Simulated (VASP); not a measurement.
# ZrSe2 (P-3m1) in VASP: relaxation of cell and atoms with rev-vdW-DF2

Aim: the relaxation of cell and atoms of ZrSe2 with rev-vdW-DF2.

Program: VASP 6.6.1. These are calculated values, not measurements. Logs are shortened: lines on timing, memory, paths and dates and some standing lists are left out, and cuts for length are marked.

## 1. The crystal as given

It takes space group P-3m1 (No. 164, trigonal). Conventional cell: a = 3.767 Å, b = 3.767 Å, c = 6.146 Å, α = 90.00°, β = 90.00°, γ = 120.00°. Around Zr (site symmetry -3m) lie 6 Se at 2.70 Å. Se (site symmetry 3m) has 3 Zr at 2.70 Å as nearest neighbours.

## 2. Relaxation of cell and atoms, rev-vdW-DF2

Input file INCAR:

```
AGGAC = 0.0 ; ALGO = Normal
EDIFF = 1E-7 ; EDIFFG = -0.005
ENCUT = 600 ; GGA = MK
IBRION = 2 ; ISIF = 3
ISMEAR = 0 ; LASPH = T
LCHARG = F ; LREAL = F
LUSE_VDW = T ; LWAVE = F
NELM = 80 ; NSW = 90
PARAM1 = 0.1234 ; PARAM2 = 0.711357
PREC = Accurate ; SIGMA = 0.03
ZAB_VDW = -1.8867
```

Input file KPOINTS:

```
k-points
0
Gamma
  9 9 5
```

Input file POSCAR:

```
ZrSe2                                   
1.0
    3.7669451904     -0.0000000000     -0.0000000000
   -1.8834725952      3.2622702296      0.0000000000
    0.0000000000     -0.0000000000      6.1463229419
  Zr              Se            
     1     2
Direct
     0.0000000000000000    0.0000000000000000    0.0000000000000000
     0.3333333332999970    0.6666666667000030    0.2594487862391846
     0.6666666667000030    0.3333333332999970    0.7405512137608156
```

Potentials or basis: VASP PAW PBE potentials, release 64 (Zr_sv, Se).

On the command line:

```console
cat potpaw_PBE.64/Zr_sv/POTCAR potpaw_PBE.64/Se/POTCAR > POTCAR
mpirun -np 1 vasp_std > vasp.out
```

OUTCAR:

```text
EDIFF = 1E-7
   EDIFFG = -0.005
   ENCUT = 600
   GGA = MK
   IBRION = 2
   ISIF = 3
   ISMEAR = 0
   LASPH = T
   LREAL = F
   NELM = 80
   NSW = 90
   PREC = Accurate

 ion  position               nearest neighbor table
   1  0.000  0.000  0.000-   2 2.70   3 2.70   3 2.70   2 2.70   3 2.70   2 2.70
   2  0.333  0.667  0.259-   1 2.70   1 2.70   1 2.70
   3  0.667  0.333  0.741-   1 2.70   1 2.70   1 2.70

  LATTYP: Found a hexagonal cell.
 ALAT       =     3.7669451904
 C/A-ratio  =     1.6316465017

  Lattice vectors:

 A1 = (   3.7669451904,   0.0000000000,   0.0000000000)
 A2 = (  -1.8834725952,   3.2622702296,   0.0000000000)
 A3 = (   0.0000000000,   0.0000000000,   6.1463229419)

Analysis of symmetry for initial positions (statically):
=====================================================================
 Subroutine PRICEL returns:
 Original cell was already a primitive cell.

 Routine SETGRP: Setting up the symmetry group for a
 hexagonal supercell.

 Subroutine GETGRP returns: Found 12 space group operations
 (whereof 12 operations were pure point group operations)
 out of a pool of 24 trial point group operations.

The static configuration has the point symmetry D_3d.

Analysis of symmetry for dynamics (positions and initial velocities):
=====================================================================
 Subroutine PRICEL returns:
 Original cell was already a primitive cell.

 Routine SETGRP: Setting up the symmetry group for a
 hexagonal supercell.

 Subroutine GETGRP returns: Found 12 space group operations
 (whereof 12 operations were pure point group operations)
 out of a pool of 24 trial point group operations.

The dynamic configuration has the point symmetry D_3d.

 Subroutine INISYM returns: Found 12 space group operations
 (whereof 12 operations are pure point group operations),
 and found     1 'primitive' translations

----------------------------------------------------------------------------------------

                                     Primitive cell

  volume of cell :      75.5309

  direct lattice vectors                    reciprocal lattice vectors
     3.766945190  0.000000000  0.000000000     0.265467096  0.153267499  0.000000000
    -1.883472595  3.262270230  0.000000000     0.000000000  0.306534999  0.000000000
     0.000000000  0.000000000  6.146322942     0.000000000  0.000000000  0.162698903

  length of vectors
     3.766945190  3.766945190  6.146322942     0.306534999  0.306534999  0.162698903

  position of ions in fractional coordinates (direct lattice)
     0.000000000  0.000000000  0.000000000
     0.333333333  0.666666667  0.259448786
     0.666666667  0.333333333  0.740551214

  ion indices of the primitive-cell ions
   primitive index   ion index
                 1           1
                 2           2
                 3           3

----------------------------------------------------------------------------------------

 KPOINTS: k-points

Automatic generation of k-mesh.
 Grid dimensions read from file:
 generate k-points for:    9    9    5

 Generating k-lattice:

  Cartesian coordinates                     Fractional coordinates (reciprocal lattice)
     0.029496344  0.017029722  0.000000000     0.111111111 -0.000000000  0.000000000
     0.000000000  0.034059444  0.000000000     0.000000000  0.111111111  0.000000000
     0.000000000  0.000000000  0.032539781     0.000000000  0.000000000  0.200000000

  Length of vectors
     0.034059444  0.034059444  0.032539781

  Shift w.r.t. Gamma in fractional coordinates (k-lattice)
     0.000000000  0.000000000  0.000000000

 Subroutine IBZKPT returns following result:
 ===========================================

 Found     50 irreducible k-points:

 Following reciprocal coordinates:
            Coordinates               Weight
  0.000000  0.000000  0.000000      1.000000
  0.111111 -0.000000  0.000000      6.000000
  0.222222  0.000000  0.000000      6.000000
  0.333333  0.000000  0.000000      6.000000
  0.444444  0.000000  0.000000      6.000000
  0.111111  0.111111  0.000000      6.000000
[... 16 lines left out ...]
  0.222222  0.111111  0.200000     12.000000
 -0.111111  0.333333  0.200000     12.000000
 [... further k-points ...]
   k-points           NKPTS =     50   k-points in BZ     NKDIM =     50   number of bands    NBANDS=     16
   number of dos      NEDOS =    301   number of ions     NIONS =      3
   total plane-waves  NPLWV =  45000
   dimension x,y,z NGX =    30 NGY =   30 NGZ =   50
   dimension x,y,z NGXF=    60 NGYF=   60 NGZF=  100
   ions per type =               1   2
   NGX,Y,Z   is equivalent  to a cutoff of  13.24, 13.24, 13.52 a.u.
   NGXF,Y,Z  is equivalent  to a cutoff of  26.48, 26.48, 27.05 a.u.
 SYSTEM =  unknown system
   PREC   = accura    normal or accurate (medium, high low for compatibility)
   ISTART =      0    job   : 0-new  1-cont  2-samecut
   ICHARG =      2    charge: 1-file 2-atom 10-const
   ISPIN  =      1    spin polarized calculation?
   LNONCOLLINEAR =      F non collinear calculations
   LSORBIT =      F    spin-orbit coupling
   LASPH  =      T    aspherical Exc in radial PAW
   ENCUT  =  600.0 eV  44.10 Ry    6.64 a.u.   7.52  7.52 12.28*2*pi/ulx,y,z
   NELM   =     80;   NELMIN=  2; NELMDL= -5     # of ELM steps
   EDIFF  = 0.1E-06   stopping-criterion for ELM
   LREAL  =      F    real-space projection
   EDIFFG = -.5E-02   stopping-criterion for IOM
   NSW    =     90    number of steps for IOM
   IBRION =      2    ionic relax: 0-MD 1-quasi-New 2-CG
   NFREE  =      1    steps in history (QN), initial steepest desc. (CG)
   ISIF   =      3    stress and relaxation
   ISYM   =      2    0-nonsym 1-usesym 2-fastsym
   POTIM  = 0.5000    time-step for ionic-motion
   TEBEG  =    0.0;   TEEND  =   0.0 temperature during run
   PSTRESS=    0.0 pullay stress
   NELECT =      24.0000    total number of electrons
   NUPDOWN=      -1.0000    fix difference up-down
   EMIN   =  10.00;   EMAX   =-10.00  energy-range for DOS
   EFERMI =   0.00;   METHOD = LEGACY
   ISMEAR =     0;   SIGMA  =   0.03  broadening in eV -4-tet -1-fermi 0-gaus
   EFERMI_NEDOS =   21; number of points for ismear=-14 and -15
   IALGO  =     38    algorithm
   IMIX   =      4    mixing-type and parameters
     AMIX     =   0.40;   BMIX     =  1.00
     AMIX_MAG =   1.60;   BMIX_MAG =  1.00
  volume/ion in A,a.u.               =      25.18       169.90
  Fermi-wavevector in a.u.,A,eV,Ry     =   1.117130  2.111070 16.979791  1.247979
  Thomas-Fermi vector in A             =   2.253750
   LORBIT       =      0    0 simple, 1 ext, 2 COOP (PROOUT), +10 PAW based schemes
   GGA     = MK    functional components
   LHFCALC =     F    Hartree Fock is set to
   AEXX    =    0.0000 exact exchange contribution
   IVDW_NL    =     1    kernel type
   BPARAM     = 6.3000
   IVDW    =     0    specifies the selected vdW correction
   LEPSILON=     F    determine dielectric tensor
   LRPA    =     F    only Hartree local field effects (RPA)
 conjugate gradient relaxation of ions
 non-spin polarized calculation
 Gauss-broadening in eV      SIGMA  =   0.03
  energy-cutoff  :      600.00
  volume of cell :       75.53
 maximum number of plane-waves:      2551
 NGX is ok and might be reduce to    30
   NGX = 15   NGY = 15   NGZ = 25

--------------------------------------- Ionic step        1  -------------------------------------------

 number of electron      24.0000002 magnetization

 Free energy of the ion-electron system (eV)
  ---------------------------------------------------
  ext. energy  EPLUGINS =         0.00000000
  ---------------------------------------------------
  free energy    TOTEN  =       -14.58085077 eV

  energy without entropy =      -14.58085077  energy(sigma->0) =      -14.58085077

------------------------ aborting loop because EDIFF is reached ----------------------------------------

  FORCE on cell =-STRESS in cart. coord.  units (eV):
  Direction    XX          YY          ZZ          XY          YZ          ZX
  --------------------------------------------------------------------------------------
  -------------------------------------------------------------------------------------
  Total       -0.0092667     -0.0092667     -0.0211213     -0.0000000      0.0000000     -0.0000000
  in kB       -0.1965674     -0.1965674     -0.4480300     -0.0000000      0.0000000     -0.0000000
  external PRESSURE =      -0.2803883 kB  Pullay stress =       0.0000000 kB
[... 63 lines left out ...]
Total vdW correction in eV:      3.4720500

--------------------------------------- Ionic step        3  -------------------------------------------

 number of electron      24.0000002 magnetization

 Free energy of the ion-electron system (eV)
  ---------------------------------------------------
  ext. energy  EPLUGINS =         0.00000000
  ---------------------------------------------------
  free energy    TOTEN  =       -14.58085379 eV

  energy without entropy =      -14.58085379  energy(sigma->0) =      -14.58085379

 E-fermi :   4.5737     XC(G=0):  -9.6994

 val. band max:        4.4788117720   @ k =   0.0000   0.0000   0.0000
 cond. band min:       4.6763369280   @ k =   0.0000   0.4444   0.4000
 fundamental gap:      0.1975251561
 Fermi energy:         4.5736521096

 k-point     1 :       0.0000    0.0000    0.0000
  band No.  band energies     occupation
      1     -45.0491      2.00000
      2     -23.1056      2.00000
      3     -22.9994      2.00000
      4     -22.9994      2.00000
      5      -8.8571      2.00000
      6      -7.5783      2.00000
[... 8 lines left out ...]
     15       5.8178      0.00000
     16       8.5458      0.00000
[... 420 lines left out ...]
  band No.  band energies     occupation
      1     -45.0406      2.00000
      2     -23.1167      2.00000
      3     -23.0764      2.00000
      4     -23.0330      2.00000
      5      -8.1724      2.00000
      6      -7.6448      2.00000
[... 8 lines left out ...]
     15       7.1719      0.00000
     16       8.0268      0.00000

 [... further k-points ...]

------------------------ aborting loop because EDIFF is reached ----------------------------------------

  FORCE on cell =-STRESS in cart. coord.  units (eV):
  Direction    XX          YY          ZZ          XY          YZ          ZX
  --------------------------------------------------------------------------------------
  -------------------------------------------------------------------------------------
  Total        0.0082847      0.0082847      0.0013293      0.0000000      0.0000000      0.0000000
  in kB        0.1757937      0.1757937      0.0282070      0.0000000      0.0000000      0.0000000
  external PRESSURE =       0.1265982 kB  Pullay stress =       0.0000000 kB
[... 18 lines left out ...]
  FREE ENERGIE OF THE ION-ELECTRON SYSTEM (eV)
  ---------------------------------------------------
  free  energy   TOTEN  =       -14.5808537925 eV

  energy  without entropy=      -14.5808537886  energy(sigma->0) =      -14.58085379

Total vdW correction in eV:      3.4725572

 reached required accuracy - stopping structural energy minimisation
```

It took 2.4 min on 1 thread of Intel Xeon 6975P-C (Granite Rapids), shared host; peak memory 0.51 GiB.

Results:

| Property | Result |
| --- | --- |
| Free energy | -14.5809 eV |
| Relaxed volume | 25.17 Å³/atom |
| Relaxed cell | a = 3.767 Å, b = 3.767 Å, c = 6.145 Å, α = 90.00°, β = 90.00°, γ = 120.00° |
| Space group after relaxing (to 0.05 Å) | P-3m1 (No. 164) |
| Energy gained by relaxing | 0.0 meV/atom |
| Ionic steps | 3 |
| Pressure after relaxing | 0.0 GPa |
| Band gap on the k mesh | 0.20 eV, indirect (least direct gap 1.00 eV) |

Final structure:
```
Zr Se
1.0
     3.76666    0.00000    0.00000
    -1.88333    3.26202    0.00000
     0.00000    0.00000    6.14526
Zr Se
1 2
Direct
  0.00000 0.00000 0.00000
  0.33333 0.66667 0.25944
  0.66667 0.33333 0.74056
```

Levels at points of the mesh, in eV from the valence-band top:
```
           k point  band 10  band 11  band 12  band 13  band 14  band 15
(0.00, 0.00, 0.00)    -0.04    -0.04     0.00     1.00     1.00     1.34
```

Caveat: the PAW data sets were made with another functional, which shifts forces and pressure a little; an odd mesh through Γ misses points on the zone boundary, where band edges often lie.
